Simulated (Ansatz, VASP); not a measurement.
## CdS (Greenockite): VASP beside Ansatz

The input INCAR:

```
ALGO     = Fast           # electronic algorithm
EDIFF    = 1E-6           # SCF threshold, eV
EDIFFG   = -0.02          # ionic threshold
ENCUT    = 580            # plane-wave cutoff, eV
GGA      = PE             # functional
IBRION   = 2              # ionic algorithm
ISIF     = 3              # what is computed and relaxed
ISMEAR   = -1             # smearing method
LASPH    = True           # aspherical terms in the spheres
LCHARG   = False          # write CHGCAR
LREAL    = False          # projectors in reciprocal space
LWAVE    = False          # write WAVECAR
NELM     = 100            # most SCF steps
NSW      = 60             # ionic steps
PREC     = Accurate       # precision mode
SIGMA    = 0.05           # smearing width, eV
```

The input KPOINTS:

```
k-points
0
Gamma
  7 7 4
```

File POSCAR:

```
CdS
1.0
    4.1500000000      0.0000000000      0.0000000000
   -2.0750000000      3.5940054257      0.0000000000
    0.0000000000      0.0000000000      6.7370000000
Cd S
2 2
Direct
    0.6666666667      0.3333333333      0.5000000000
    0.3333333333      0.6666666667      0.0000000000
    0.6666666667      0.3333333333      0.8750000000
    0.3333333333      0.6666666667      0.3750000000
```

The input input.yaml:

```yaml
crystal:
  lattice:
    - [4.15, 0.0, 0.0]
    - [-2.075, 3.5940054257, 0.0]
    - [0.0, 0.0, 6.737]
  atoms:
    - { symbol: Cd, position: [0.6666666667, 0.3333333333, 0.5] }
    - { symbol: Cd, position: [0.3333333333, 0.6666666667, 0.0] }
    - { symbol: S, position: [0.6666666667, 0.3333333333, 0.875] }
    - { symbol: S, position: [0.3333333333, 0.6666666667, 0.375] }
hamiltonian:
  xc: pbe
  pseudopotentials: { kind: paw }
kpoints:
  mp_grid: { grid: [7, 7, 4] }
scf:
  occupations: { method: fermi_dirac, width: 0.05 }
output:
  forces: true
  stress: true
relax:
  f_tol: 0.01
  max_steps: 40
  cell: { stress_tol: 0.05 }
```

Alike in both runs: task relaxation of cell and atoms; functional PBE; k mesh 7 × 7 × 4; occupations fermi-dirac, width 0.05 eV; no spin polarisation.

|  | VASP | Ansatz |
| --- | --- | --- |
| version | VASP 6.6.1 | Ansatz 0.2.0 |
| potentials or method | VASP PAW PBE potentials, release 54 (Cd, S) | Ansatz PAW |
| plane-wave cutoff (eV) | 580 | 420 |
| valence electrons in the cell | 36 | 52 |

Ansatz gave:

```
relaxed volume (Å³/atom)                                     : 26.04
relaxed cell length with the largest relative difference (Å) : 6.828
energy change over the relaxation (meV/atom)                 : -6
```

What did VASP give for the same quantities?

Relaxed volume (Å³/atom): 26.18; relaxed cell length with the largest relative difference (Å): 6.847; energy change over the relaxation (meV/atom): -8.

The two sets of potentials don't hold the same shells in valence.

Caveats: the plane-wave basis is chosen anew once the cell has moved, so the energies of steps on either side of that aren't comparable (Ansatz). PBE usually gives volumes a little too large and moduli too small. Zero-point motion and thermal expansion aren't in these numbers.
